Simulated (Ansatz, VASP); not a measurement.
## HgSe in VASP and in Ansatz

```xyz
2
Lattice="0.0000 3.0390 3.0390 3.0390 0.0000 3.0390 3.0390 3.0390 0.0000" Properties=species:S:1:pos:R:3 pbc="T T T"
Hg    0.0000    0.0000    0.0000
Se    1.5195    1.5195    1.5195
```

Alike in both runs: task relaxation of cell and atoms; functional PBEsol; k mesh 12 × 12 × 12; occupations gaussian, width 0.1 eV; no spin polarisation.

|  | VASP | Ansatz |
| --- | --- | --- |
| version | VASP 6.6.1 | Ansatz 0.2.0 |
| potentials or method | VASP PAW PBE potentials, release 64 (Hg, Se) | scalar-relativistic, plane waves, PAW |
| plane-wave cutoff (eV) | 600 | 420 |
| valence electrons in the cell | 18 | 36 |

|  | VASP | Ansatz | Ansatz less VASP |
| --- | --- | --- | --- |
| gap on the k mesh at the Fermi level, each at its own relaxed structure (eV) | none | none | - |
| relaxed volume (Å³/atom) | 29.00 | 28.85 | -0.149 |
| relaxed cell length with the largest relative difference (Å) | 4.345 | 4.337 | -0.0075 |
| energy change over the relaxation (meV/atom) | -5 | -3 | +1.8 |

A gap of «none» marks a metal or a gap that the smearing closes. The two sets of potentials don't hold the same shells in valence.

Caveats: the PAW data sets were made with another functional, which shifts forces and pressure a little (VASP). Spin-orbit coupling is left out, which matters for the levels of Hg. Zero-point motion and thermal expansion aren't in these numbers.
